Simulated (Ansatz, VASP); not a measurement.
One calculation of Al, two programs

Contents of POSCAR:

```
Al
1.0
   -1.5919200000      1.5938400000      1.5857800000
    1.5952600000     -1.6155800000      1.6108600000
    1.6003800000      1.6240400000     -1.6075200000
Al
1
Direct
    0.0000000000      0.0000000000      0.0000000000
```

INCAR.step1

```
  ALGO = Normal
  EDIFF = 1E-4
  ENCUT = 520
  GGA = PE
  ISMEAR = -1
  LASPH = True
  LCHARG = False
  LREAL = False
  LWAVE = True
  NBANDS = 8
  NELM = 80
  PREC = Accurate
  SIGMA = 0.15
```

Contents of INCAR.step2:

```
  ALGO = Normal
  EDIFF = 1E-6
  ENCUT = 520
  ISIF = 2
  ISMEAR = -1
  ISTART = 1
  LASPH = True
  LCHARG = False
  LMIXTAU = True
  LREAL = False
  LWAVE = False
  METAGGA = R2SCAN
  NBANDS = 8
  NELM = 80
  PREC = Accurate
  SIGMA = 0.15
```

The input KPOINTS:

```
k-points
0
Gamma
  9 9 9
```

Input for Ansatz:

```yaml
crystal:
  lattice:
    - [-1.59192, 1.59384, 1.58578]
    - [1.59526, -1.61558, 1.61086]
    - [1.60038, 1.62404, -1.60752]
  atoms:
    - { symbol: Al, position: [0.0, 0.0, 0.0] }
basis:
  ecutwfc: 650.0
  xc_grid: 2
kpoints:
  mp_grid:
    grid: [9, 9, 9]
hamiltonian:
  xc: r2scan
scf:
  convergence:
    dr2_threshold: 1.0e-09
  occupations:
    method: fermi_dirac
    width: 0.15
output:
  forces: true
  stress: true
```

This isn't the form of Al at room conditions, which is fcc.

Alike in both runs: task single point; functional r2SCAN; k mesh 9 × 9 × 9; occupations fermi-dirac, width 0.15 eV; no spin polarisation.

|  | VASP | Ansatz |
| --- | --- | --- |
| version | VASP 6.6.1 | Ansatz 0.2.0 |
| potentials or method | VASP PAW PBE potentials, release 64 (Al) | plane waves, PAW |
| plane-wave cutoff (eV) | 520 | 650 |
| valence electrons in the cell | 3 | 3 |

|  | VASP | Ansatz | Ansatz less VASP |
| --- | --- | --- | --- |
| pressure (GPa) | -1.4 | -1.1 | +0.30 |
| largest component of the traceless stress (GPa) | 0.59 | 0.59 | +0.001 |

The functional is the same, so the differences come from potentials, cutoffs and numerics. Ansatz warned: «stress_scf_threshold_loose».

Caveats: the PAW data sets were made with another functional, which shifts forces and pressure a little (VASP).
